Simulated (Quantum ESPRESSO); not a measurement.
Crystal: Ti2C.

```xyz
3
Lattice="1.5407 0.8895 4.8138 -1.5407 0.8895 4.8138 0.0000 -1.7790 4.8138" Properties=species:S:1:pos:R:3 pbc="T T T"
Ti    0.0000    0.0000   10.8960
Ti    0.0000    0.0000    3.5453
C     0.0000    0.0000    7.2207
```

The cell comes from a database or a generator and needn't be the stable form of this composition.

Base run:

| Item | Value |
| --- | --- |
| Program | Quantum ESPRESSO 7.5 |
| Functional | PBEsol |
| Potentials or basis | GBRV 1.5 PBEsol |
| Cutoff | 612 eV |
| Density cutoff | 4898 eV |
| k mesh | 10 × 10 × 10 |
| Occupations | fermi-dirac, width 0.05 eV |
| Spin | no spin polarisation |

Its results: band gap on the k mesh none (metal or under the smearing width); pressure -4.7 GPa; largest force 0.184 eV/Å.

Task: The run is repeated on the same cell with these changes: functional from PBEsol to LDA; potentials or basis from GBRV 1.5 PBEsol to GBRV 1.5 LDA. What comes out?

Result: Band gap on the k mesh none (metal or under the smearing width); pressure -9.1 GPa; largest force 0.354 eV/Å.

Not every run made on this cell is shown here.
